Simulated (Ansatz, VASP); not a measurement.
# InP in VASP and in Ansatz

```
In P
1.0
     0.00000    2.57080    2.57080
     2.57080    0.00000    2.57080
     2.57080    2.57080    0.00000
In P
1 1
Direct
  0.00000 0.00000 0.00000
  0.50000 0.50000 0.50000
```

Alike in both runs: task relaxation of cell and atoms; functional PBE; k mesh 13 × 13 × 13; occupations fermi-dirac, width 0.1 eV; no spin polarisation.

|  | VASP | Ansatz |
| --- | --- | --- |
| version | VASP 6.6.1 | Ansatz 0.2.0 |
| potentials or method | VASP PAW PBE potentials, release 64 (In_d, P) | PAW with Ansatz's default frozen-core files, scalar-relativistic |
| plane-wave cutoff (eV) | 600 | 420 |
| valence electrons in the cell | 18 | 18 |

|  | VASP | Ansatz | Ansatz less VASP |
| --- | --- | --- | --- |
| relaxed volume (Å³/atom) | 21.26 | 21.27 | +0.006 |
| relaxed cell length with the largest relative difference (Å) | 3.918 | 3.918 | +0.0004 |
| energy change over the relaxation (meV/atom) | -303 | -304 | -0.8 |

Caveats: the volume moved by over 15 % at a fixed basis, so the end points are rough (VASP).
